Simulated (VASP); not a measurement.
# Ti in VASP: single point with PBE

Aim: the single point of Ti with PBE.

Everything below comes from runs of VASP 6.6.1. Logs are shortened: lines on timing, memory, paths and dates and some standing lists are left out, and cuts for length are marked.

## 1. Starting point

The cell holds a slab with vacuum, 10 atoms: a = 2.950 Å, b = 5.537 Å, c = 21.346 Å, α = 90.00°, β = 90.00°, γ = 105.45°.

The slab is cut from a database's or a generator's crystal, which needn't be the stable form of the element.

## 2. Single point, PBE

File INCAR:

```
ALGO = Normal
DIPOL = 0.5 0.5 0.500
EDIFF = 1E-7
ENCUT = 280
GGA = PE
IDIPOL = 3
ISIF = 2
ISMEAR = 1
LASPH = T
LCHARG = F
LDIPOL = T
LREAL = F
LVACPOTAV = T
LVHAR = T
LWAVE = F
NBANDS = 78
NELM = 120
PREC = Accurate
SIGMA = 0.1
```

File KPOINTS:

```
k-points
0
Gamma
  6 6 1
```

File POSCAR:

```
Ti
1.0
    2.9499978604      0.0000000000      0.0000000000
   -1.4749989302      5.3371773001      0.0000000000
    0.0000000000      0.0000000000     21.3461284387
Ti
10
Direct
    0.7873002111      0.5746004221      0.2810814156
    0.0563943535      0.1127887071      0.2985949024
    0.4018650660      0.8037301318      0.3861623361
    0.6709592083      0.3419184168      0.4036758229
    0.0164299208      0.0328598416      0.4912432566
    0.2855240632      0.5710481265      0.5087567434
    0.6309947757      0.2619895513      0.5963241771
    0.9000889181      0.8001778362      0.6138376639
    0.2455596306      0.4911192610      0.7014050976
    0.5146537729      0.0293075460      0.7189185844
```

Potentials or basis: VASP PAW PBE potentials, release 64 (Ti_sv).

On the command line:

```sh
$ cat potpaw_PBE.64/Ti_sv/POTCAR > POTCAR
$ mpirun -np 1 vasp_std > vasp.out
```

OUTCAR:

```text
EDIFF = 1E-7
   ENCUT = 280
   GGA = PE
   ISIF = 2
   ISMEAR = 1
   LASPH = T
   LREAL = F
   NELM = 120
   PREC = Accurate

 Found     13 irreducible k-points:

 Following reciprocal coordinates:
            Coordinates               Weight
  0.000000  0.000000  0.000000      1.000000
  0.166667  0.000000  0.000000      4.000000
  0.333333  0.000000  0.000000      4.000000
  0.500000  0.000000  0.000000      2.000000
  0.000000  0.166667  0.000000      2.000000
  0.166667  0.166667  0.000000      4.000000
   k-points           NKPTS =     13   k-points in BZ     NKDIM =     13   number of bands    NBANDS=     78
   number of dos      NEDOS =    301   number of ions     NIONS =     10
   total plane-waves  NPLWV =  57600
   dimension x,y,z NGX =    16 NGY =   30 NGZ =  120
   dimension x,y,z NGXF=    32 NGYF=   60 NGZF=  240
   ions per type =              10
   NGX,Y,Z   is equivalent  to a cutoff of   9.02,  9.01,  9.35 a.u.
   NGXF,Y,Z  is equivalent  to a cutoff of  18.03, 18.01, 18.69 a.u.
 SYSTEM =  unknown system
   PREC   = accura    normal or accurate (medium, high low for compatibility)
   ISTART =      0    job   : 0-new  1-cont  2-samecut
   ICHARG =      2    charge: 1-file 2-atom 10-const
   ISPIN  =      1    spin polarized calculation?
   LNONCOLLINEAR =      F non collinear calculations
   LSORBIT =      F    spin-orbit coupling
   LASPH  =      T    aspherical Exc in radial PAW
   ENCUT  =  280.0 eV  20.58 Ry    4.54 a.u.   4.02  7.55 29.12*2*pi/ulx,y,z
   NELM   =    120;   NELMIN=  2; NELMDL= -5     # of ELM steps
   EDIFF  = 0.1E-06   stopping-criterion for ELM
   LREAL  =      F    real-space projection
   EDIFFG = 0.1E-05   stopping-criterion for IOM
   NSW    =      0    number of steps for IOM
   IBRION =     -1    ionic relax: 0-MD 1-quasi-New 2-CG
   NFREE  =      0    steps in history (QN), initial steepest desc. (CG)
   ISIF   =      2    stress and relaxation
   ISYM   =      2    0-nonsym 1-usesym 2-fastsym
   POTIM  = 0.5000    time-step for ionic-motion
   TEBEG  =    0.0;   TEEND  =   0.0 temperature during run
   PSTRESS=    0.0 pullay stress
   NELECT =     120.0000    total number of electrons
   NUPDOWN=      -1.0000    fix difference up-down
   EMIN   =  10.00;   EMAX   =-10.00  energy-range for DOS
   EFERMI =   0.00;   METHOD = LEGACY
   ISMEAR =     1;   SIGMA  =   0.10  broadening in eV -4-tet -1-fermi 0-gaus
   EFERMI_NEDOS =   21; number of points for ismear=-14 and -15
   IALGO  =     38    algorithm
   IMIX   =      4    mixing-type and parameters
     AMIX     =   0.40;   BMIX     =  1.00
     AMIX_MAG =   1.60;   BMIX_MAG =  1.00
  volume/ion in A,a.u.               =      33.61       226.80
  Fermi-wavevector in a.u.,A,eV,Ry     =   1.161407  2.194741 18.352438  1.348866
  Thomas-Fermi vector in A             =   2.297979
   LORBIT       =      0    0 simple, 1 ext, 2 COOP (PROOUT), +10 PAW based schemes
   GGA     = PE    functional components
   LHFCALC =     F    Hartree Fock is set to
   AEXX    =    0.0000 exact exchange contribution
   IVDW    =     0    specifies the selected vdW correction
   LEPSILON=     F    determine dielectric tensor
   LRPA    =     F    only Hartree local field effects (RPA)
 non-spin polarized calculation
 Methfessel and Paxton  Order N= 1 SIGMA  =   0.10
  energy-cutoff  :      280.00
  volume of cell :      336.09
 maximum number of plane-waves:      3608
   NGX =  9   NGY = 15   NGZ = 59

 number of electron     120.0000014 magnetization

 dipolmoment           0.000000      0.000000     -0.000006 electrons x Angstroem

 Free energy of the ion-electron system (eV)
  ---------------------------------------------------
  ext. energy  EPLUGINS =         0.00000000
  ---------------------------------------------------
  free energy    TOTEN  =       -74.17331761 eV

  energy without entropy =      -74.17504520  energy(sigma->0) =      -74.17389347

 E-fermi :   2.5401     XC(G=0):  -6.9736

 val. band max:        2.5399781909   @ k =   0.0000   0.0000   0.0000
 cond. band min:       2.5714142146   @ k =   0.5000   0.0000   0.0000
 fundamental gap:      0.0314360236
 Fermi energy:         2.5401276781

 k-point     1 :       0.0000    0.0000    0.0000
  band No.  band energies     occupation
      1     -54.4243      2.00000
      2     -54.4241      2.00000
      3     -54.3053      2.00000
      4     -54.2999      2.00000
      5     -54.2768      2.00000
      6     -54.2292      2.00000
[... 64 lines left out ...]
     71       3.6551     -0.00000
     72       3.7127     -0.00000

 k-point     2 :       0.1667    0.0000    0.0000
  band No.  band energies     occupation
      1     -54.4131      2.00000
      2     -54.4130      2.00000
      3     -54.2942      2.00000
      4     -54.2915      2.00000
      5     -54.2634      2.00000
      6     -54.2191      2.00000
[... 64 lines left out ...]
     71       3.5514     -0.00000
     72       3.6250     -0.00000

 k-point     3 :       0.3333    0.0000    0.0000
  band No.  band energies     occupation
      1     -54.3907      2.00000
      2     -54.3907      2.00000
      3     -54.2752      2.00000
      4     -54.2749      2.00000
      5     -54.2273      2.00000
      6     -54.1966      2.00000
[... 64 lines left out ...]
     71       3.5739     -0.00000
     72       3.5930     -0.00000

 k-point     4 :       0.5000    0.0000    0.0000
  band No.  band energies     occupation
      1     -54.3796      2.00000
      2     -54.3795      2.00000
      3     -54.2667      2.00000
      4     -54.2666      2.00000
      5     -54.1959      2.00000
      6     -54.1871      2.00000
[... 64 lines left out ...]
     71       3.6660     -0.00000
     72       3.8441     -0.00000

 k-point     5 :       0.0000    0.1667    0.0000
  band No.  band energies     occupation
      1     -54.4221      2.00000
      2     -54.4220      2.00000
      3     -54.3053      2.00000
      4     -54.3016      2.00000
      5     -54.2736      2.00000
      6     -54.2264      2.00000
[... 64 lines left out ...]
     71       3.5992     -0.00000
     72       3.6458     -0.00000

 k-point     6 :       0.1667    0.1667    0.0000
  band No.  band energies     occupation
      1     -54.4098      2.00000
      2     -54.4097      2.00000
      3     -54.2957      2.00000
      4     -54.2944      2.00000
      5     -54.2555      2.00000
      6     -54.2136      2.00000
[... 64 lines left out ...]
     71       3.5459     -0.00000
     72       3.5816     -0.00000

 [... further k-points ...]

 [bands above 72 left out]

------------------------ aborting loop because EDIFF is reached ----------------------------------------

  FORCE on cell =-STRESS in cart. coord.  units (eV):
  Direction    XX          YY          ZZ          XY          YZ          ZX
  --------------------------------------------------------------------------------------
  -------------------------------------------------------------------------------------
  Total       -7.4641028     -6.5950053     -5.5993690      0.0000000     -0.3211218      0.0000000
  in kB      -35.5824417    -31.4393302    -26.6929899      0.0000000     -1.5308332      0.0000000
  external PRESSURE =     -31.2382539 kB  Pullay stress =       0.0000000 kB

 VOLUME and BASIS-vectors are now :
 -----------------------------------------------------------------------------
  energy-cutoff  :      280.00
  volume of cell :      336.09
      direct lattice vectors                 reciprocal lattice vectors
     2.949997860  0.000000000  0.000000000     0.338983297  0.093682479  0.000000000
    -1.474998930  5.337177300  0.000000000     0.000000000  0.187364958  0.000000000
     0.000000000  0.000000000 21.346128439     0.000000000  0.000000000  0.046846903

 POSITION                                       TOTAL-FORCE (eV/Angst)
 -----------------------------------------------------------------------------------
      1.47500      3.06674      6.00000         0.000000     -0.136255      0.465405
     -0.00000      0.60197      6.37385         0.000000      0.301217      0.361166
      0.00000      4.28965      8.24307         0.000000     -0.185051     -0.356551
      1.47500      1.82488      8.61692        -0.000000     -0.035199     -0.334390
      0.00000      0.17538     10.48614         0.000000      0.124465      0.146750
     -0.00000      3.04779     10.85999         0.000000     -0.124465     -0.146750
      1.47500      1.39828     12.72921         0.000000      0.035199      0.334390
      1.47500      4.27069     13.10306         0.000000      0.185051      0.356551
      0.00000      2.62119     14.97228        -0.000000     -0.301217     -0.361166
      1.47500      0.15642     15.34613         0.000000      0.136255     -0.465405
 -----------------------------------------------------------------------------------
    total drift:                               -0.000192      0.000193     -0.000853

  FREE ENERGIE OF THE ION-ELECTRON SYSTEM (eV)
  ---------------------------------------------------
  free  energy   TOTEN  =       -74.1733176124 eV

  energy  without entropy=      -74.1750451967  energy(sigma->0) =      -74.17389347

 vacuum level on the upper side and lower side of the slab         6.528         6.528
```

It took 6.5 min on 1 thread of Intel Xeon Platinum 8375C at 2.90GHz (Ice Lake), shared host; peak memory 0.27 GiB.

The run converged, but some of its settings lie outside the range that counts as converged, so its numbers aren't taken as properties of the slab.

What came out:

```
Free energy                     : -74.1733 eV
Largest force                   : 0.485 eV/Å
Band gap on the k mesh          : none (metal or under the smearing width)
Work function of the upper face : 3.99 eV
Work function of the lower face : 3.99 eV
```

Caveat: the k mesh is coarse (spacing up to 0.37 Å⁻¹), so the values aren't converged; the cutoff is under 1.25 times the usual one of these potentials, so pressure, stress and relaxed cells hold a basis-set (Pulay) error.
